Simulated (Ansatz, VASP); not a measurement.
## One calculation of V, two programs

```
V
1.0
    -1.49848    1.49848    1.49848
     1.49848   -1.49848    1.49848
     1.49848    1.49848   -1.49848
V
1
Direct
  0.00000 0.00000 0.00000
```

Alike in both runs: functional PBE; k mesh 20 × 20 × 20; occupations methfessel-paxton of order 1, width 0.1 eV; no spin polarisation.

Ansatz relaxed the structure, and its values are those at the end. VASP's run is a single point on that final structure, the one shown.

|  | VASP | Ansatz |
| --- | --- | --- |
| version | VASP 6.6.1 | Ansatz 0.2.0 |
| potentials or method | VASP PAW PBE potentials, release 64 (V_sv) | scalar-relativistic, plane waves, PAW |
| plane-wave cutoff (eV) | 520 | 420 |
| valence electrons in the cell | 13 | 13 |

VASP gave:

* gap on the k mesh at the Fermi level (eV): none
* pressure (GPa): 0.2

Which values does Ansatz return?

gap on the k mesh at the Fermi level (eV): none; pressure (GPa): 0.0.

A gap of «none» marks a metal or a gap that the smearing closes. With one functional, cell and mesh, what is left measures potentials, basis and numerics.
